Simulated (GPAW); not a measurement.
The system is FeO (Wuestite).

```
Fe O
1.0
     0.00000    2.15540    2.15540
     2.15540    0.00000    2.15540
     2.15540    2.15540    0.00000
Fe O
1 1
Cartesian
  0.0000 0.0000 0.0000
  2.1554 2.1554 2.1554
```

Base run:

```yaml
Program: GPAW 26.7.0
Functional: LDA
Potentials_or_basis: the program's PAW data sets (release 1.2.1) made for this functional
Cutoff: 650 eV
Basis: pw
k_mesh: 9 × 9 × 9
Occupations: fermi-dirac, width 0.05 eV
Spin: collinear spin, ferromagnetic start
Starting_moments: "[4.0, 0.0] μB"
```

Its results: band gap on the k mesh none (metal or under the smearing width); pressure -17.5 GPa; net moment 4.00 μB per cell; site moments Fe +3.51; O +0.25 μB.

Question: The run is repeated on the same cell with these changes: cutoff from 650 eV to 600 eV. What comes out?

Answer: Band gap on the k mesh none (metal or under the smearing width); pressure -19.8 GPa; net moment 4.00 μB per cell; site moments Fe +3.51; O +0.25 μB.

Caveats: the cutoff is short for stress and forces, so pressures can be off by a GPa or more; so large a pressure means that the cell lies far from this level's equilibrium, or that cutoff or potentials fall short; a cell with one magnetic atom can't hold antiferromagnetic order, which such compounds often take; semilocal functionals often make such compounds metallic where correlation or magnetic order opens a gap, which also shifts bond lengths.
